**Q:** I know the unit cell of a wurtzite crystal and need its bulk modulus, the resistance to uniform squeezing. Is there a way to get it with pencil and paper?

**A:** For tetrahedrally bonded crystals of the IV, III-V and II-VI kind there is. These five can serve as a test:

Wurtzite crystals, computed with Ansatz 0.2.0: all-electron LAPW, PBE, scalar-relativistic, no spin polarization; basis error target 0.5 to 1 meV/atom, k meshes 7×7×4 to 15×15×8, Fermi-Dirac smearing 0.01 to 0.08 eV. V0, B0 and dB/dP come from Birch-Murnaghan fits to pressures at four volumes within 6 % of the given cell, with cell shape and relative atomic positions held.

| crystal | space group | given cell | volume of the given cell (Å³/atom) | V0, LAPW (Å³/atom) | B0, LAPW (GPa) | dB/dP, LAPW |
| --- | --- | --- | --- | --- | --- | --- |
| SiC | 186 | measured cell (COD) | 10.34 | 10.52 | 213 | 3.9 |
| AlN | 186 | measured cell (COD) | 10.43 | 10.64 | 193 | 3.9 |
| ZnO | 186 | measured cell (COD) | 11.90 | 12.32 | 129 | 4.4 |
| ZnS | 186 | measured cell (COD) | 19.60 | 20.23 | 68.9 | 4.4 |
| CdS | 186 | measured cell (COD) | 24.98 | 26.10 | 53.1 | 4.5 |

V0 is the volume per atom at which the mean pressure vanishes, and B0 is the bulk modulus there. The crystals become softer as they become roomier. The rule needs that volume and one small whole number for the polarity of the bond.

**Q:** Why should volume control stiffness?

**A:** A modulus is an energy per volume. In a covalent bond the relevant energy, the gap between bonding and antibonding states, falls roughly as d^−2.5, where d is the bond length. The bond charge fills a tube of nearly constant width, so its volume grows as d. Dividing one by the other gives a stiffness that falls as d^−3.5. This is a scaling argument; the calculation does not separate these parts.

**Q:** Then SiC and AlN should be equally stiff. Their volumes hardly differ.

**A:** That pair is the useful comparison: nearly the same volume, different polarity. AlN has a B0 9 % lower, while its 1 % larger volume accounts for only about 1 %. The usual explanation is that charge drawn from the middle of the bond towards the anion stiffens the crystal less. Cohen's empirical rule puts both effects together:

B ≈ (2000 − 220 p) / d^3.5, with B in GPa and d in Å

Here p is 0 for two elements of group IV, 1 for a III-V pair and 2 for a II-VI pair. It is a label taken from the periodic table, not a measured charge.

**Q:** Please work one through.

**A:** Take AlN, with 10.64 Å³ per atom. In ideal wurtzite the volume per atom is 1.54 d³.

- d³ = 10.64 / 1.54 = 6.91, so d = 1.90 Å
- d^3.5 = d³ × √d = 6.91 × 1.38 = 9.54
- B ≈ (2000 − 220) / 9.54 = 187 GPa

The calculation gives 193 GPa, so the estimate is 3 % low.

**Q:** And a less kind example?

**A:** ZnS, the worst of the five. Its d³ is 20.23 / 1.54 = 13.1, so d is 2.36 Å and d^3.5 is about 20.2. With p = 2 the estimate is 1560 / 20.2 = 77 GPa, against a computed 68.9 GPa. That is 12 % too stiff.

**Q:** How far may I trust it, then?

**A:** The typical miss over the five crystals is 7 % of the computed B0. The constants are rounded standard values and were not adjusted to this table. They do stem from measured moduli of crystals of this kind, so the agreement shows consistency rather than predictive power. A power law in volume alone, with two constants fitted to these same five rows, does somewhat worse, as the output below shows.

SiC comes out almost exact, but I would not lean on that: with a typical miss of 7 %, one close hit is partly luck. Its miss is smaller than the rounding of the rule's constant. Cell shape and atoms were also held in all five crystals. The forces left on the atoms are largest in SiC, but relative to B0 the stresses along and across the c axis differ more in CdS (about 2 GPa) than in SiC (about 4 GPa). Relaxing shape and atoms is expected to lower the moduli slightly; by how much was not calculated.

**Q:** Your II-VI estimates are all too high. Is the polarity term wrong?

**A:** It is needed. Without it the three II-VI crystals would come out about 40 % too stiff; with it they are still 7 to 12 % too stiff. That excess goes with the volume. The computed V0 lies 3 to 4 % above the measured cell for these three crystals, against 2 % for SiC and AlN, and an expanded crystal softens much faster than the rule allows for. At the measured cell the excess is nearly gone: compared with the modulus that B0 and dB/dP imply there, the estimates from that cell are 5 % low for ZnO, 1 % high for ZnS and 7 % low for CdS. Zinc and cadmium also bring filled d shells, and these five crystals cannot tell their influence from that of polarity.

**Q:** I only have a measured cell, not your V0.

**A:** Use it. The rule's constants stem from measured crystals, so a measured cell is its natural input. The measured cells are 2 to 4 % smaller than the computed V0, so the estimates rise a little: that for AlN is then 1 % below the computed B0, the others are 2 to 16 % above it. These larger misses compare an estimate for the measured volume with a B0 that belongs to the larger PBE volume. Against the computed modulus at the measured cell, the five estimates lie between 8 % low and 1 % high. How close the estimates come to measured moduli is a separate question, since the table has none.

**Q:** Could I put in the volume under pressure and read off the stiffened modulus?

**A:** No, and this is the easiest way to misuse the rule. It compares different crystals, each at its own balance of attraction and repulsion. Squeezing one crystal upsets that balance, and the repulsion between its atoms climbs steeply. If CdS is squeezed from V0 to its measured cell, its computed B0 and dB/dP imply a rise in modulus of 22 %; the rule gives only 5 %. For compression use dB/dP, which is about 4 here: each GPa of pressure adds roughly 4 GPa to the modulus.

**Q:** So what do I do with a neighbouring compound?

**A:** First ask whether p changes. If it stays the same, only the bond length matters: a bond 10 % longer lowers the estimate by nearly 30 %. From ZnO to CdS, where p is fixed, the overall fall in B0 follows this scaling closely, although ZnS lies somewhat below it. If p rises at equal bond length, the rule takes off a further 11 to 12 % per step. The computed steps are less even: B0 × d^3.5 falls by 8 % from SiC to AlN and by 21 to 24 % from AlN to the II-VI crystals. Keep to fourfold-coordinated crystals of the three classes that p covers. No others were tested here, and p = 0 and p = 1 are represented by only one crystal each.

Printed output of the fit:

```
Rule of thumb from the computed V0:
  row  d^3 (A^3)  d (A)  d^3.5  estimate (GPa)  miss (%)  miss without polarity term (%)  computed B0 times d^3.5
  SiC      6.833  1.898  9.413           212.5   -0.2434                         -0.2434                     2005
  AlN      6.911  1.905  9.538           186.6    -3.304                           8.647                     1841
  ZnO      8.002      2  11.32           137.8     6.856                           36.99                     1460
  ZnS      13.14   2.36  20.18           77.29     12.17                           43.81                     1391
  CdS      16.95  2.569  27.17           57.41     8.125                           38.62                     1443
rms miss of the rule (%): 7.378
fit of log(B0_1) on 5 rows: constant 8.719 +/- 0.4, coefficient of log(V0_1) -1.475 +/- 0.15; rms 0.0945, worst ZnO 0.156, leave-one-out rms 0.156
Measured volume and rival:
  row  V0 above given cell (%)  estimate from given cell (GPa)  its miss against B0 (%)  computed B at given cell (GPa)  miss of volume power law (%)    c/a
  SiC                    1.741                           216.8                    1.785                           227.8                        -10.66  1.641
  AlN                    2.013                             191                   -1.029                           208.6                        -3.037    1.6
  ZnO                    3.529                           143.5                    11.27                           150.3                         16.86  1.602
  ZnS                    3.214                           80.19                    16.39                           79.19                         5.286  1.636
  CdS                    4.484                           60.43                     13.8                           64.69                        -6.178  1.632
rms miss of the rule fed with the given cell (%): 10.87
rms miss of the fitted volume power law (%): 9.729
V0 ratio CdS to SiC: 2.481
B0 ratio SiC to CdS: 4.011
V0 of AlN above SiC (%): 1.141
B0 of AlN below SiC (%): 9.39
exponent of B0 in 1/V0 from ZnO to CdS: 1.182
exponent of the rule in 1/V: 1.167
CdS squeezed from V0 to given cell, computed rise of B (%): 21.82
CdS squeezed from V0 to given cell, rise by the rule (%): 5.25
CdS modulus from two pressures around 1.005 of given cell (GPa): 63.21
```
